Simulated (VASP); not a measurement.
**KF: single point with r2SCAN**

The system is KF.

```
K F
1.0
    -0.03740    2.62156    2.62156
     2.62156   -0.03740    2.62156
     2.62156    2.62156   -0.03740
K F
1 1
Cartesian
  0.0000 0.0000 0.0000
  2.6029 2.6029 2.6029
```

The cell was built by a generator and needn't be a form met in nature.

The cell isn't the ideal one: shear_111 strain -2.1%.

* Program: VASP 6.6.1
* Task: single point
* Functional: r2SCAN
* Potentials or basis: VASP PAW PBE potentials, release 64 (K_sv, F)
* Cutoff: 520 eV
* k mesh: 8 × 8 × 8
* Occupations: gaussian, width 0.01 eV
* Spin: no spin polarisation
* Dipole correction: no
* Further INCAR settings: ALGO = Normal; EDIFF = 1e-06; NBANDS = 15

```
Pressure               : 0.8 GPa
Band gap on the k mesh : 7.01 eV, direct
```

Stress tensor (GPa, compression positive):
```
0.78 0.16 0.16
0.16 0.78 0.16
0.16 0.16 0.78
```

Levels at points of the mesh, in eV from the valence-band top:
| k point | band 4 | band 5 | band 6 | band 7 | band 8 | band 9 | band 10 | band 11 | band 12 | band 13 |
| --- | --- | --- | --- | --- | --- | --- | --- | --- | --- | --- |
| (0.00, 0.00, 0.00) | -9.50 | -9.49 | -0.02 | -0.02 | 0.00 | 7.01 | 11.46 | 11.46 | 11.69 | 13.45 |
| (0.50, 0.00, 0.00) | -9.53 | -9.53 | -0.82 | -0.39 | -0.35 | 9.80 | 11.49 | 12.96 | 13.18 | 15.47 |
| (0.50, 0.50, 0.00) | -9.74 | -9.72 | -0.20 | -0.07 | -0.05 | 8.78 | 11.41 | 12.71 | 14.80 | 15.32 |
| (0.50, 0.50, 0.50) | -9.54 | -9.54 | -0.82 | -0.40 | -0.40 | 9.86 | 11.58 | 13.11 | 13.11 | 15.52 |

Run time: 59 s on 1 thread of Intel(R) Xeon(R) 6975P-C (Granite Rapids) (shared host), peak memory 0.18 GiB.

Caveat: the PAW data sets were made with another functional, which shifts forces and pressure a little. A k mesh can miss the band edges.
